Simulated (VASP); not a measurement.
**Ni: relaxation of cell and atoms with PBEsol+rVV10**

The system is Ni.

```
CELL_PARAMETERS angstrom
0.00000 1.73757 1.73757
1.73757 0.00000 1.73757
1.73757 1.73757 0.00000
ATOMIC_POSITIONS crystal
Ni 0.00000 0.00000 0.00000
```

| Item | Value |
| --- | --- |
| Program | VASP 6.6.1 |
| Task | relaxation of cell and atoms |
| Functional | PBEsol |
| Dispersion | rVV10 |
| Potentials or basis | VASP PAW PBE potentials, release 64 (Ni) |
| Cutoff | 600 eV |
| k mesh | 13 × 13 × 13 |
| Occupations | fermi-dirac, width 0.05 eV |
| Spin | collinear spin, ferromagnetic start |
| Starting moments | [1.0] μB |
| Further INCAR settings | ALGO = Normal; EDIFF = 1e-06; IBRION = 2; EDIFFG = -0.005; NSW = 60; ISIF = 3 |

```yaml
Relaxed_volume: 10.33 Å³/atom
Relaxed_cell: a = 2.445 Å, b = 2.445 Å, c = 2.445 Å, α = 60.00°, β = 60.00°, γ = 60.00°
Space_group_after_relaxing_to_0.05_Å: Fm-3m (No. 225)
Energy_gained_by_relaxing: 1.7 meV/atom
Ionic_steps: 3
Pressure_after_relaxing: 0.0 GPa
Band_gap_on_the_k_mesh: none (metal or under the smearing width)
Net_moment: 0.62 μB per cell
Site_moments: Ni +0.63 μB
Valence_electrons_inside_the_program's_atomic_spheres: Ni 9.41
```

The path:
| step | energy change (eV) | largest force (eV/Å) | pressure (GPa) | volume (Å³) |
| --- | --- | --- | --- | --- |
| 1 | 0.0000 | 0.0000 | -3.46 | 10.49 |
| 2 | 0.0006 | 0.0000 | 4.29 | 10.15 |
| 3 | -0.0017 | 0.0000 | -0.02 | 10.33 |

Final structure:
```cif
data_structure
_symmetry_space_group_name_H-M 'P 1'
_symmetry_Int_Tables_number 1
_cell_length_a 2.4448
_cell_length_b 2.4448
_cell_length_c 2.4448
_cell_angle_alpha 60.000
_cell_angle_beta 60.000
_cell_angle_gamma 60.000
_cell_volume 10.33
loop_
_atom_site_label
_atom_site_type_symbol
_atom_site_fract_x
_atom_site_fract_y
_atom_site_fract_z
_atom_site_occupancy
Ni1 Ni 0.00000 0.00000 0.00000 1
```

Levels at points of the mesh, in eV from the Fermi level:
Spin up:
```
           k point  band 2  band 3  band 4  band 5  band 6  band 7  band 8  band 9
(0.00, 0.00, 0.00)   -2.56   -2.56   -2.56   -1.30   -1.30   24.12   28.37   28.37
```
Spin down:
| k point | band 3 | band 4 | band 5 | band 6 | band 7 | band 8 |
| --- | --- | --- | --- | --- | --- | --- |
| (0.00, 0.00, 0.00) | -1.84 | -1.84 | -0.69 | -0.69 | 24.03 | 28.37 |

Run time: 40 s on 1 thread of Intel(R) Xeon(R) 6975P-C (Granite Rapids) (shared host), peak memory 0.19 GiB.

Caveat: the PAW data sets were made with another functional, which shifts forces and pressure a little.
